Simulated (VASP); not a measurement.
# PbS (Pm-3m) in VASP: settings compared, part 2 of 2

VASP 6.6.1. The steps go on from the part before.

## 3. Single point, PBE

File INCAR:

```
PREC     = Accurate       # precision mode
ENCUT    = 450            # plane-wave cutoff, eV
EDIFF    = 1E-6           # SCF threshold, eV
ISMEAR   = 0              # smearing method
SIGMA    = 0.02           # smearing width, eV
LREAL    = False          # projectors in reciprocal space
LASPH    = True           # aspherical terms in the spheres
NELM     = 80             # most SCF steps
ALGO     = Normal         # electronic algorithm
ISIF     = 2              # what is computed and relaxed
LWAVE    = False          # write WAVECAR
LCHARG   = False          # write CHGCAR
GGA      = PE             # functional
```

File KPOINTS:

```
Automatic mesh
0
Gamma
  3 3 3
```

File POSCAR:

```
PbS
1.0
    3.6536590000      0.0000000000      0.0000000000
    0.0000000000      3.6536590000      0.0000000000
    0.0000000000      0.0000000000      3.6536590000
Pb S
1 1
Direct
    0.0000000000      0.0000000000      0.0000000000
    0.5000000000      0.5000000000      0.5000000000
```

Potentials or basis: VASP PAW PBE potentials, release 64 (Pb_d_GW, S_GW).

The run is started by

```sh
$ cat potpaw_PBE.64/Pb_d_GW/POTCAR potpaw_PBE.64/S_GW/POTCAR > POTCAR
$ mpirun -np 1 vasp_std > vasp.out
```

OUTCAR:

```text
PREC = Accurate
   ENCUT = 450
   EDIFF = 1E-6
   ISMEAR = 0
   LREAL = False
   LASPH = True
   NELM = 80
   ISIF = 2
   GGA = PE

 ion  position               nearest neighbor table
   1  0.000  0.000  0.000-
   2  0.500  0.500  0.500-

  LATTYP: Found a simple cubic cell.
 ALAT       =     3.6536590000

  Lattice vectors:

 A1 = (   3.6536590000,   0.0000000000,   0.0000000000)
 A2 = (   0.0000000000,   3.6536590000,   0.0000000000)
[... 234 lines left out ...]
     15      14.0068      0.00000

------------------------ aborting loop because EDIFF is reached ----------------------------------------

  FORCE on cell =-STRESS in cart. coord.  units (eV):
  Direction    XX          YY          ZZ          XY          YZ          ZX
  --------------------------------------------------------------------------------------
  -------------------------------------------------------------------------------------
  Total       -0.1232740     -0.1232740     -0.1232740      0.0000000      0.0000000     -0.0000000
  in kB       -4.0494690     -4.0494690     -4.0494690      0.0000000      0.0000000     -0.0000000
  external PRESSURE =      -4.0494690 kB  Pullay stress =       0.0000000 kB

 VOLUME and BASIS-vectors are now :
 -----------------------------------------------------------------------------
  energy-cutoff  :      450.00
  volume of cell :       48.77
      direct lattice vectors                 reciprocal lattice vectors
     3.653659000  0.000000000  0.000000000     0.273698230  0.000000000  0.000000000
     0.000000000  3.653659000  0.000000000     0.000000000  0.273698230  0.000000000
     0.000000000  0.000000000  3.653659000     0.000000000  0.000000000  0.273698230

 POSITION                                       TOTAL-FORCE (eV/Angst)
 -----------------------------------------------------------------------------------
      0.00000      0.00000      0.00000         0.000000      0.000000      0.000000
      1.82683      1.82683      1.82683         0.000000      0.000000      0.000000
 -----------------------------------------------------------------------------------
    total drift:                               -0.000000      0.000000      0.000000

  FREE ENERGIE OF THE ION-ELECTRON SYSTEM (eV)
  ---------------------------------------------------
  free  energy   TOTEN  =        -8.2744813403 eV

  energy  without entropy=       -8.2744813403  energy(sigma->0) =       -8.27448134
```

Run time: 3.9 s. Hardware: 1 thread of Intel Xeon 6975P-C (Granite Rapids), shared host; peak memory 0.16 GiB.

What came out:

```
Free energy            : -8.2745 eV
Pressure               : -0.4 GPa
Band gap on the k mesh : 1.90 eV, indirect (least direct gap 2.90 eV)
```

Levels at points of the mesh, in eV from the valence-band top:
```csv
k point,band 9,band 10,band 11,band 12,band 13,band 14
"(0.00, 0.00, 0.00)",-1.12,-1.12,-1.12,5.96,5.96,6.99
```

Caveat: the k mesh is coarse (spacing up to 0.57 Å⁻¹), so the values aren't converged; spin-orbit coupling is left out, which as a rule narrows the gap of such compounds by several tenths of an eV; an odd mesh through Γ misses points on the zone boundary, where band edges often lie.

## 4. Single point, PBE

File INCAR:

```
SYSTEM = PbS
  ALGO = Fast
  EDIFF = 1E-6
  ENCUT = 500
  GGA = PE
  ISIF = 2
  ISMEAR = 0
  LASPH = .True.
  LCHARG = .False.
  LREAL = .False.
  LWAVE = .False.
  NELM = 100
  PREC = Accurate
  SIGMA = 0.02
```

File KPOINTS:

```
k-points
0
Gamma
  4 4 4
  0 0 0
```

POSCAR is that of step 3.

The run is started by

```sh
$ cat potpaw_PBE.64/Pb_d_GW/POTCAR potpaw_PBE.64/S_GW/POTCAR > POTCAR
$ mpirun -np 1 vasp_std > vasp.out
```

Wall time 7.1 s (1 thread of Intel Xeon 6975P-C (Granite Rapids), shared host); peak memory 0.16 GiB.

Results (log left out):

```yaml
Free_energy: -8.1771 eV
Pressure: -0.8 GPa
Band_gap_on_the_k_mesh: none (metal or under the smearing width)
```

Levels at points of the mesh, in eV from the Fermi level:
| k point | band 8 | band 9 | band 10 | band 11 | band 12 | band 13 | band 14 | band 15 |
| --- | --- | --- | --- | --- | --- | --- | --- | --- |
| (0.00, 0.00, 0.00) | -6.56 | -1.39 | -1.39 | -1.39 | 5.67 | 5.67 | 6.70 | 6.70 |
| (0.50, 0.00, 0.00) | -8.83 | -0.27 | -0.27 | 0.07 | 0.50 | 4.11 | 4.11 | 6.89 |
| (0.50, 0.50, 0.00) | -7.10 | -4.24 | -4.24 | -0.07 | 4.38 | 4.38 | 6.09 | 7.38 |
| (0.50, 0.50, 0.50) | -5.81 | -2.17 | -2.17 | -2.17 | -0.29 | -0.29 | -0.29 | 13.90 |

Caveat: the k mesh is coarse (spacing up to 0.43 Å⁻¹), so the values aren't converged. Spin-orbit coupling is left out, which matters for the levels of Pb.

## 5. Single point, PBE

File INCAR:

```
SYSTEM = PbS
  PREC = Accurate
  ENCUT = 400
  EDIFF = 1E-7
  ISMEAR = 0
  SIGMA = 0.02
  LREAL = .FALSE.
  LASPH = .TRUE.
  NELM = 60
  ALGO = Normal
  ISIF = 2
  LWAVE = .FALSE.
  LCHARG = .TRUE.
  GGA = PE
  LELF = .TRUE.
  LVHAR = .TRUE.
  NBANDS = 18
```

File KPOINTS:

```
Automatic mesh
0
G
  4 4 4
  0 0 0
```

POSCAR is that of step 4.

The run is started by

```sh
$ cat potpaw_PBE.64/Pb_d_GW/POTCAR potpaw_PBE.64/S_GW/POTCAR > POTCAR
$ mpirun -np 1 vasp_std > vasp.out
```

Wall time 4.5 s (1 thread of Intel Xeon 6975P-C (Granite Rapids), shared host); peak memory 0.15 GiB.

It converged, with:

```
Free energy            : -8.1744 eV
Pressure               : -0.9 GPa
Band gap on the k mesh : none (metal or under the smearing width)
```

Levels at points of the mesh, in eV from the Fermi level:
| k point | band 9 | band 10 | band 11 | band 12 | band 13 | band 14 |
| --- | --- | --- | --- | --- | --- | --- |
| (0.00, 0.00, 0.00) | -1.39 | -1.39 | -1.39 | 5.67 | 5.67 | 6.70 |
| (0.50, 0.00, 0.00) | -0.27 | -0.27 | 0.07 | 0.50 | 4.11 | 4.11 |
| (0.50, 0.50, 0.00) | -4.24 | -4.24 | -0.07 | 4.38 | 4.38 | 6.09 |
| (0.50, 0.50, 0.50) | -2.17 | -2.17 | -2.17 | -0.29 | -0.29 | -0.29 |

Caveat: the k mesh is coarse (spacing up to 0.43 Å⁻¹), so the values aren't converged.

## 6. The reference run

An earlier run on the cell as given: functional PBE; potentials or basis VASP PAW PBE potentials, release 64 (Pb_d, S); cutoff 520 eV; k mesh 7 × 7 × 7; occupations fermi-dirac, width 0.05 eV; no spin polarisation.

- Pressure: -0.1 GPa
- Band gap on the k mesh: 0.12 eV, indirect (least direct gap 1.44 eV)

## 7. Overview

| task | level | potentials or basis | cell | k mesh | cutoff (eV) | smearing | grid for exact exchange (PRECFOCK) | exchange at q = 0 | mesh quality | gap on the mesh (eV) | pressure (GPa) |
| --- | --- | --- | --- | --- | --- | --- | --- | --- | --- | --- | --- |
| relaxation of cell and atoms | SCAN0 | VASP PAW PBE potentials, release 64 (Pb_d, S) | relaxed | 4 × 4 × 4 | 600 | gaussian 0.05 eV | Fast | truncated | coarse | none | 0.0 |
| single point | PBE | VASP PAW PBE potentials, release 64 (Pb_d_GW, S_GW) | as given | 3 × 3 × 3 | 450 | gaussian 0.02 eV | - | - | coarse | 1.90 | -0.4 |
| single point | PBE | VASP PAW PBE potentials, release 64 (Pb_d_GW, S_GW) | as given | 4 × 4 × 4 | 500 | gaussian 0.02 eV | - | - | coarse | none | -0.8 |
| single point | PBE | VASP PAW PBE potentials, release 64 (Pb_d_GW, S_GW) | as given | 4 × 4 × 4 | 400 | gaussian 0.02 eV | - | - | coarse | none | -0.9 |
| single point | PBE | VASP PAW PBE potentials, release 64 (Pb_d, S) | as given | 7 × 7 × 7 | 520 | fermi-dirac 0.05 eV | - | - | not flagged | 0.12 | -0.1 |

Alike in all rows: no spin polarisation.

Caveats: some runs use coarse meshes; spin-orbit coupling is left out, which as a rule narrows the gap of such compounds by several tenths of an eV (some runs); an odd mesh through Γ misses points on the zone boundary, where band edges often lie (some runs); the PAW data sets were made with another functional, which shifts forces and pressure a little (some runs).

Absolute energies hang on the potentials; compare differences alone.
